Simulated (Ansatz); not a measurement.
MgI2/MgI2/MgI2 (1T multilayer), computed twice by G0W0.

The cell holds 9 atoms: 3 Mg and 6 I. Its edges and angles: a = 4.064 Å, b = 4.064 Å, c = 56.300 Å, α = 90.0°, β = 90.0°, γ = 120.0°. It derives from I2Mg1. Regions: layer 1 (MgI2), 3 atoms (1 Mg and 2 I); layer 2 (MgI2), 3 atoms (1 Mg and 2 I); layer 3 (MgI2), 3 atoms (1 Mg and 2 I). Vacuum lies along c.

```xyz
9
Lattice="4.0644 0.0000 0.0000 -2.0322 3.5199 0.0000 0.0000 0.0000 56.3000" Properties=species:S:1:pos:R:3
Mg    0.0000    0.0000   21.5578
I     0.0000    2.3466   23.2313
I     2.0322    1.1733   19.8788
Mg    0.0000    0.0000   28.1500
I     0.0000    2.3466   29.8197
I     2.0322    1.1733   26.4803
Mg    0.0000    0.0000   34.7422
I     0.0000    2.3466   36.4212
I     2.0322    1.1733   33.0687
```

The structure was relaxed with PBEsol-D3(BJ). The runs that relaxed it are not among those shown. Spin-orbit coupling is left out unless a run names it. PAW set soft_2, made with PBE.

The first (Ansatz 0.2.0; start PBEsol, 3×3×1 mesh, 958 empty bands, screening to 65 eV; 8 threads of Arm Neoverse V1, shared host) gave, on its mesh: starting gap 3.81 eV, G0W0 gap 5.30 eV, mean of 1 + 4πα/V (set by the cell height) 2.21, 4.6 min.

Q: The second changes empty bands from 958 to 395 and screening cutoff (eV) from 65.0 to 36. What does it give?

It gave: starting gap 3.81 eV, G0W0 gap 5.16 eV, mean of 1 + 4πα/V (set by the cell height) 2.23, 56 s. The G0W0 gap moves by −0.13 eV, +0.00 eV from the start and −0.13 eV from the correction.

Limits: not at the basis limit; coarse mesh for a sheet; no spin-orbit coupling.

[Paths, hosts, dates, memory and timing lines, banners, echoed tables and standing remarks are left out of the program output.]

[Logs are printed without paths, hosts, clocks, repeated set-up lines and the standing remarks that a program may print on its own settings, such as how far it seeks lower states.]

[Runs of the session that timed out or met a known fault of the program may be left out.]

[Cells called generated may have been cut or substituted from an entry of the Crystallography Open Database or the Materials Project.]

[Hosts, paths, dates, database ids (printed as entryN), source tags and the programs' standing remarks are cut or masked in the printed files.]
